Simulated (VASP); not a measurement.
# BaTe (Fm-3m) in VASP: notebook

The runs below take BaTe through single point, with PBE.

All numbers are computed with VASP 6.6.1; they aren't measurements. Logs are shortened: lines on timing, memory, paths and dates and some standing lists are left out, and cuts for length are marked.

**1. Starting point**

Symmetry: Fm-3m, No. 225, cubic system. The conventional cell has a = 6.820 Å, b = 6.820 Å, c = 6.820 Å, α = 90.00°, β = 90.00°, γ = 90.00°. Ba (site symmetry m-3m) is surrounded by 6 Te at 3.41 Å. Around Te (site symmetry m-3m) lie 6 Ba at 3.41 Å.

**2. Single point, PBE**

The input, INCAR:

```
PREC     = Accurate       # precision mode
ENCUT    = 500            # plane-wave cutoff, eV
EDIFF    = 1E-6           # SCF threshold, eV
ISMEAR   = 0              # smearing method
SIGMA    = 0.02           # smearing width, eV
LREAL    = F              # projectors in reciprocal space
LASPH    = T              # aspherical terms in the spheres
NELM     = 100            # most SCF steps
ALGO     = Normal         # electronic algorithm
ISIF     = 2              # what is computed and relaxed
LWAVE    = F              # write WAVECAR
LCHARG   = F              # write CHGCAR
GGA      = PE             # functional
```

The input, KPOINTS:

```
Automatic mesh
0
Gamma
  3 3 3
```

The input, POSCAR:

```
BaTe
1.0
    0.0000000000      3.4100000000      3.4100000000
    3.4100000000      0.0000000000      3.4100000000
    3.4100000000      3.4100000000      0.0000000000
Ba Te
1 1
Direct
    0.0000000000      0.0000000000      0.0000000000
    0.5000000000      0.5000000000      0.5000000000
```

Potentials or basis: VASP PAW PBE potentials, release 64 (Ba_sv_GW, Te_GW).

Launch:

```sh
> cat potpaw_PBE.64/Ba_sv_GW/POTCAR potpaw_PBE.64/Te_GW/POTCAR > POTCAR
> mpirun -np 1 vasp_std > vasp.out
```

OUTCAR:

```text
PREC = Accurate
   ENCUT = 500
   EDIFF = 1E-6
   ISMEAR = 0
   LREAL = F
   LASPH = T
   NELM = 100
   ISIF = 2
   GGA = PE

 ion  position               nearest neighbor table
   1  0.000  0.000  0.000-
   2  0.500  0.500  0.500-

  LATTYP: Found a face centered cubic cell.
 ALAT       =     6.8200000000

  Lattice vectors:

 A1 = (   0.0000000000,   3.4100000000,   3.4100000000)
 A2 = (   3.4100000000,   0.0000000000,   3.4100000000)
 A3 = (   3.4100000000,   3.4100000000,   0.0000000000)

Analysis of symmetry for initial positions (statically):
=====================================================================
 Subroutine PRICEL returns:
 Original cell was already a primitive cell.

 Routine SETGRP: Setting up the symmetry group for a
 face centered cubic supercell.

 Subroutine GETGRP returns: Found 48 space group operations
 (whereof 48 operations were pure point group operations)
 out of a pool of 48 trial point group operations.

The static configuration has the point symmetry O_h .

Analysis of symmetry for dynamics (positions and initial velocities):
=====================================================================
 Subroutine PRICEL returns:
 Original cell was already a primitive cell.

 Routine SETGRP: Setting up the symmetry group for a
 face centered cubic supercell.

 Subroutine GETGRP returns: Found 48 space group operations
 (whereof 48 operations were pure point group operations)
 out of a pool of 48 trial point group operations.

The dynamic configuration has the point symmetry O_h .

 Subroutine INISYM returns: Found 48 space group operations
 (whereof 48 operations are pure point group operations),
 and found     1 'primitive' translations

----------------------------------------------------------------------------------------

                                     Primitive cell

  volume of cell :      79.3036

  direct lattice vectors                    reciprocal lattice vectors
     0.000000000  3.410000000  3.410000000    -0.146627566  0.146627566  0.146627566
     3.410000000  0.000000000  3.410000000     0.146627566 -0.146627566  0.146627566
     3.410000000  3.410000000  0.000000000     0.146627566  0.146627566 -0.146627566

  length of vectors
     4.822468248  4.822468248  4.822468248     0.253966394  0.253966394  0.253966394

  position of ions in fractional coordinates (direct lattice)
[... 64 lines left out ...]
   ISIF   =      2    stress and relaxation
   ISYM   =      2    0-nonsym 1-usesym 2-fastsym
   POTIM  = 0.5000    time-step for ionic-motion
   TEBEG  =    0.0;   TEEND  =   0.0 temperature during run
   PSTRESS=    0.0 pullay stress
   NELECT =      16.0000    total number of electrons
   NUPDOWN=      -1.0000    fix difference up-down
   EMIN   =  10.00;   EMAX   =-10.00  energy-range for DOS
   EFERMI =   0.00;   METHOD = LEGACY
   ISMEAR =     0;   SIGMA  =   0.02  broadening in eV -4-tet -1-fermi 0-gaus
   EFERMI_NEDOS =   21; number of points for ismear=-14 and -15
   IALGO  =     38    algorithm
   IMIX   =      4    mixing-type and parameters
     AMIX     =   0.40;   BMIX     =  1.00
     AMIX_MAG =   1.60;   BMIX_MAG =  1.00
  volume/ion in A,a.u.               =      39.65       267.58
  Fermi-wavevector in a.u.,A,eV,Ry     =   0.960175  1.814468 12.543704  0.921936
  Thomas-Fermi vector in A             =   2.089436
   LORBIT       =      0    0 simple, 1 ext, 2 COOP (PROOUT), +10 PAW based schemes
   GGA     = PE    functional components
   LHFCALC =     F    Hartree Fock is set to
   AEXX    =    0.0000 exact exchange contribution
   IVDW    =     0    specifies the selected vdW correction
   LEPSILON=     F    determine dielectric tensor
   LRPA    =     F    only Hartree local field effects (RPA)
 non-spin polarized calculation
 Gauss-broadening in eV      SIGMA  =   0.02
  energy-cutoff  :      500.00
  volume of cell :       79.30
 maximum number of plane-waves:      2016
   NGX = 17   NGY = 17   NGZ = 17

 number of electron      15.9999998 magnetization

 Free energy of the ion-electron system (eV)
  ---------------------------------------------------
  ext. energy  EPLUGINS =         0.00000000
  ---------------------------------------------------
  free energy    TOTEN  =        -9.86894403 eV

  energy without entropy =       -9.86894403  energy(sigma->0) =       -9.86894403

 E-fermi :   4.2490     XC(G=0):  -8.6948

 val. band max:        4.0950296558   @ k =   0.0000   0.0000   0.0000
 cond. band min:       5.7572557085   @ k =   0.3333   0.3333   0.0000
 fundamental gap:      1.6622260527
 Fermi energy:         4.2489748595

 k-point     1 :       0.0000    0.0000    0.0000
  band No.  band energies     occupation
      1     -22.6557      2.00000
      2      -7.8322      2.00000
      3      -7.8322      2.00000
      4      -7.8322      2.00000
      5      -5.5483      2.00000
      6       4.0950      2.00000
      7       4.0950      2.00000
      8       4.0950      2.00000
      9       7.0205      0.00000
     10       7.0205      0.00000
     11       7.0205      0.00000
     12       7.3923      0.00000
[... 31 lines left out ...]
 k-point     4 :      -0.3333    0.3333    0.0000
  band No.  band energies     occupation
      1     -22.6301      2.00000
      2      -8.2062      2.00000
      3      -8.0388      2.00000
      4      -7.8868      2.00000
      5      -4.9126      2.00000
      6       2.4186      2.00000
      7       3.1027      2.00000
      8       3.1196      2.00000
      9       7.2961      0.00000
     10       8.7743      0.00000
     11       9.0210      0.00000
     12       9.3048      0.00000

------------------------ aborting loop because EDIFF is reached ----------------------------------------

  FORCE on cell =-STRESS in cart. coord.  units (eV):
  Direction    XX          YY          ZZ          XY          YZ          ZX
  --------------------------------------------------------------------------------------
  -------------------------------------------------------------------------------------
  Total        2.0436525      2.0436525      2.0436525     -0.0000000     -0.0000000     -0.0000000
  in kB       41.2880619     41.2880619     41.2880619     -0.0000000     -0.0000000     -0.0000000
  external PRESSURE =      41.2880619 kB  Pullay stress =       0.0000000 kB

 VOLUME and BASIS-vectors are now :
 -----------------------------------------------------------------------------
  energy-cutoff  :      500.00
  volume of cell :       79.30
      direct lattice vectors                 reciprocal lattice vectors
     0.000000000  3.410000000  3.410000000    -0.146627566  0.146627566  0.146627566
     3.410000000  0.000000000  3.410000000     0.146627566 -0.146627566  0.146627566
     3.410000000  3.410000000  0.000000000     0.146627566  0.146627566 -0.146627566

 POSITION                                       TOTAL-FORCE (eV/Angst)
 -----------------------------------------------------------------------------------
      0.00000      0.00000      0.00000        -0.000000     -0.000000     -0.000000
      3.41000      3.41000      3.41000         0.000000      0.000000      0.000000
 -----------------------------------------------------------------------------------
    total drift:                                0.000000      0.000000      0.000000

  FREE ENERGIE OF THE ION-ELECTRON SYSTEM (eV)
  ---------------------------------------------------
  free  energy   TOTEN  =        -9.8689440350 eV

  energy  without entropy=       -9.8689440350  energy(sigma->0) =       -9.86894403
```

stdout:

```text
POSCAR found type information on POSCAR BaTe
 POSCAR found :  2 types and       2 ions
 scaLAPACK will be used
 LDA part: xc-table for (Slater+PW92), standard interpolation
 POSCAR, INCAR and KPOINTS ok, starting setup
 FFT: planning ... GRIDC
 FFT: planning ... GRID_SOFT
 FFT: planning ... GRID
 WAVECAR not read
 entering main loop
```

Run time: 8.3 s. Hardware: 1 thread of Intel Xeon Platinum 8488C (Sapphire Rapids), shared host; peak memory 0.2 GiB.

What came out:

| Item | Value |
| --- | --- |
| Free energy | -9.8689 eV |
| Pressure | 4.1 GPa |
| Band gap on the k mesh | 1.66 eV, indirect (least direct gap 2.01 eV) |

Levels at points of the mesh, in eV from the valence-band top:
```tsv
k point	band 4	band 5	band 6	band 7	band 8	band 9	band 10	band 11	band 12
(0.00, 0.00, 0.00)	-11.93	-9.64	0.00	0.00	0.00	2.93	2.93	2.93	3.30
```

Caveat: the k mesh is coarse (spacing up to 0.53 Å⁻¹), so the values aren't converged; spin-orbit coupling is left out, which moves the levels of the heavy elements; an odd mesh through Γ misses points on the zone boundary, where band edges often lie. Expect the measured gap to be larger: semilocal functionals such as PBE lack the derivative discontinuity.

**3. Single point, PBE**

The input, INCAR:

```
PREC = Accurate
ENCUT = 350
EDIFF = 1E-6
ISMEAR = 0
SIGMA = 0.02
LREAL = False
LASPH = True
NELM = 80
ALGO = Normal
ISIF = 2
LWAVE = False
LCHARG = False
GGA = PE
```

The input, KPOINTS:

```
regular mesh
0
Gamma
  4 4 4
```

POSCAR is that of step 2.

Potentials or basis: VASP PAW PBE potentials, release 64 (Ba_sv_GW, Te_GW).

Launch:

```sh
> cat potpaw_PBE.64/Ba_sv_GW/POTCAR potpaw_PBE.64/Te_GW/POTCAR > POTCAR
> mpirun -np 1 vasp_std > vasp.out
```

OUTCAR:

```text
PREC = Accurate
   ENCUT = 350
   EDIFF = 1E-6
   ISMEAR = 0
   LREAL = False
   LASPH = True
   NELM = 80
   ISIF = 2
   GGA = PE

 ion  position               nearest neighbor table
   1  0.000  0.000  0.000-
   2  0.500  0.500  0.500-

  LATTYP: Found a face centered cubic cell.
 ALAT       =     6.8200000000

  Lattice vectors:

 A1 = (   0.0000000000,   3.4100000000,   3.4100000000)
 A2 = (   3.4100000000,   0.0000000000,   3.4100000000)
 A3 = (   3.4100000000,   3.4100000000,   0.0000000000)

Analysis of symmetry for initial positions (statically):
=====================================================================
 Subroutine PRICEL returns:
 Original cell was already a primitive cell.

 Routine SETGRP: Setting up the symmetry group for a
 face centered cubic supercell.

 Subroutine GETGRP returns: Found 48 space group operations
 (whereof 48 operations were pure point group operations)
 out of a pool of 48 trial point group operations.

The static configuration has the point symmetry O_h .

Analysis of symmetry for dynamics (positions and initial velocities):
=====================================================================
 Subroutine PRICEL returns:
 Original cell was already a primitive cell.

 Routine SETGRP: Setting up the symmetry group for a
 face centered cubic supercell.

 Subroutine GETGRP returns: Found 48 space group operations
 (whereof 48 operations were pure point group operations)
 out of a pool of 48 trial point group operations.

The dynamic configuration has the point symmetry O_h .

 Subroutine INISYM returns: Found 48 space group operations
 (whereof 48 operations are pure point group operations),
 and found     1 'primitive' translations

----------------------------------------------------------------------------------------

                                     Primitive cell

[... 100 lines left out ...]
   AEXX    =    0.0000 exact exchange contribution
   IVDW    =     0    specifies the selected vdW correction
   LEPSILON=     F    determine dielectric tensor
   LRPA    =     F    only Hartree local field effects (RPA)
 non-spin polarized calculation
 Gauss-broadening in eV      SIGMA  =   0.02
  energy-cutoff  :      350.00
  volume of cell :       79.30
 maximum number of plane-waves:      1243
 NGX is ok and might be reduce to    30
   NGX = 15   NGY = 15   NGZ = 15

 number of electron      15.9999996 magnetization

 Free energy of the ion-electron system (eV)
  ---------------------------------------------------
  ext. energy  EPLUGINS =         0.00000000
  ---------------------------------------------------
  free energy    TOTEN  =        -9.91503282 eV

  energy without entropy =       -9.91503282  energy(sigma->0) =       -9.91503282

 E-fermi :   4.2277     XC(G=0):  -8.7031

 val. band max:        4.0712685191   @ k =   0.0000   0.0000   0.0000
 cond. band min:       5.4830040264   @ k =   0.5000   0.5000   0.0000
 fundamental gap:      1.4117355073
 Fermi energy:         4.2276775596

 k-point     1 :       0.0000    0.0000    0.0000
  band No.  band energies     occupation
      1     -22.6366      2.00000
      2      -7.8220      2.00000
      3      -7.8220      2.00000
      4      -7.8220      2.00000
      5      -5.5791      2.00000
      6       4.0713      2.00000
      7       4.0713      2.00000
      8       4.0713      2.00000
      9       7.0195      0.00000
     10       7.0195      0.00000
     11       7.0195      0.00000
     12       7.3796      0.00000
[... 91 lines left out ...]
 k-point     8 :      -0.2500    0.5000    0.2500
  band No.  band energies     occupation
      1     -22.6074      2.00000
      2      -8.0506      2.00000
      3      -8.0257      2.00000
      4      -8.0257      2.00000
      5      -5.0564      2.00000
      6       2.7018      2.00000
      7       3.1524      2.00000
      8       3.1524      2.00000
      9       7.6065      0.00000
     10       7.6065      0.00000
     11       9.1950      0.00000
     12       9.5765      0.00000

------------------------ aborting loop because EDIFF is reached ----------------------------------------

  FORCE on cell =-STRESS in cart. coord.  units (eV):
  Direction    XX          YY          ZZ          XY          YZ          ZX
  --------------------------------------------------------------------------------------
  -------------------------------------------------------------------------------------
  Total        1.8714244      1.8714244      1.8714244     -0.0000000      0.0000000      0.0000000
  in kB       37.8085255     37.8085255     37.8085255     -0.0000000      0.0000000      0.0000000
  external PRESSURE =      37.8085255 kB  Pullay stress =       0.0000000 kB

 VOLUME and BASIS-vectors are now :
 -----------------------------------------------------------------------------
  energy-cutoff  :      350.00
  volume of cell :       79.30
      direct lattice vectors                 reciprocal lattice vectors
     0.000000000  3.410000000  3.410000000    -0.146627566  0.146627566  0.146627566
     3.410000000  0.000000000  3.410000000     0.146627566 -0.146627566  0.146627566
     3.410000000  3.410000000  0.000000000     0.146627566  0.146627566 -0.146627566

 POSITION                                       TOTAL-FORCE (eV/Angst)
 -----------------------------------------------------------------------------------
      0.00000      0.00000      0.00000         0.000000      0.000000      0.000000
      3.41000      3.41000      3.41000         0.000000     -0.000000     -0.000000
 -----------------------------------------------------------------------------------
    total drift:                               -0.000000      0.000000      0.000000

  FREE ENERGIE OF THE ION-ELECTRON SYSTEM (eV)
  ---------------------------------------------------
  free  energy   TOTEN  =        -9.9150328236 eV

  energy  without entropy=       -9.9150328236  energy(sigma->0) =       -9.91503282
```

OSZICAR:

```text
N       E                     dE             d eps       ncg     rms          rms(c)
DAV:   1     0.106385548175E+03    0.10639E+03   -0.49282E+03   192   0.851E+02
DAV:   2    -0.936458440512E+00   -0.10732E+03   -0.10208E+03   308   0.332E+02
DAV:   3    -0.984276530451E+01   -0.89063E+01   -0.87495E+01   284   0.794E+01
DAV:   4    -0.102593031997E+02   -0.41654E+00   -0.41572E+00   316   0.211E+01
DAV:   5    -0.102630950415E+02   -0.37918E-02   -0.37872E-02   288   0.164E+00    0.373E+00
DAV:   6    -0.993803547445E+01    0.32506E+00   -0.51697E-01   252   0.426E+00    0.194E+00
DAV:   7    -0.991007916046E+01    0.27956E-01   -0.47009E-01   328   0.411E+00    0.924E-01
DAV:   8    -0.991322807393E+01   -0.31489E-02   -0.36705E-02   264   0.129E+00    0.569E-01
DAV:   9    -0.991503219929E+01   -0.18041E-02   -0.38372E-03   288   0.699E-01    0.517E-02
DAV:  10    -0.991499711376E+01    0.35086E-04   -0.19858E-04   288   0.102E-01    0.235E-02
DAV:  11    -0.991503282353E+01   -0.35710E-04   -0.10504E-04   264   0.830E-02    0.165E-02
DAV:  12    -0.991503363250E+01   -0.80897E-06   -0.11574E-05   296   0.268E-02    0.137E-02
DAV:  13    -0.991503282361E+01    0.80888E-06   -0.68824E-06   264   0.169E-02
   1 F= -.99150328E+01 E0= -.99150328E+01  d E =-.145266E-29
```

Wall time 9.6 s (1 thread of Intel Xeon Platinum 8488C (Sapphire Rapids), shared host); peak memory 0.16 GiB.

Results:

| Quantity | Value |
| --- | --- |
| Free energy | -9.9150 eV |
| Pressure | 3.8 GPa |
| Band gap on the k mesh | 1.41 eV, indirect (least direct gap 1.75 eV) |

Caveat: spin-orbit coupling is left out, which moves the levels of the heavy elements.

(Part 1 of 2 ends here.)
